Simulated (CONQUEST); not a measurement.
# HfC under changes of volume

One of the cells (12.568 Å³/atom); the others are scaled copies at fixed shape and fractional positions:

```xyz
4
Lattice="3.2880 0.0000 0.0000 0.0000 3.2880 0.0000 0.0000 0.0000 4.6500" Properties=species:S:1:pos:R:3 pbc="T T T"
Hf    0.0000    0.0000    2.3250
Hf    1.6440    1.6440    0.0000
C     0.0000    0.0000    0.0000
C     1.6440    1.6440    2.3250
```

| Property | Result |
| --- | --- |
| Program | CONQUEST 1.3 |
| Functional | PBE |
| Potentials or basis | PseudoDojo NC PBE, DZP, grid of 32 × 32 × 48 points |
| k mesh | 7 × 7 × 5 |
| Occupations | fermi-dirac, width 0.05 eV |
| Spin | no spin polarisation |

| volume (Å³/atom) | energy over the lowest point (meV/atom) | pressure (GPa) |
| --- | --- | --- |
| 11.814 | 44.14 | 18.0 |
| 12.065 | ? | ? |
| 12.317 | 5.55 | 6.5 |
| 12.568 | 0.00 | 1.1 |
| 12.819 | 1.45 | -3.1 |
| 13.071 | 9.57 | -7.7 |
| 13.322 | 24.95 | -11.6 |

Q: What does the run at 12.065 Å³/atom give?

A: Energy over the lowest point 20.69 meV/atom; pressure 12.4 GPa.

Worked out: A Birch-Murnaghan fit of order 3 (a polynomial in V^(-2/3)) to the other rows has its minimum at 12.64 Å³/atom with B0 = V·E''(V) = 239 GPa and B' = 3.8. It gives 20.34 meV/atom at 12.065 Å³/atom, against the run's 20.69, and -dE/dV = 12.1 GPa, against 12.4.

Energies are extrapolated to zero smearing.

Caveats: the basis of atomic orbitals isn't converged, which shifts pressures, moduli and gaps; the real-space grid breaks the cell's symmetry a little (some runs).
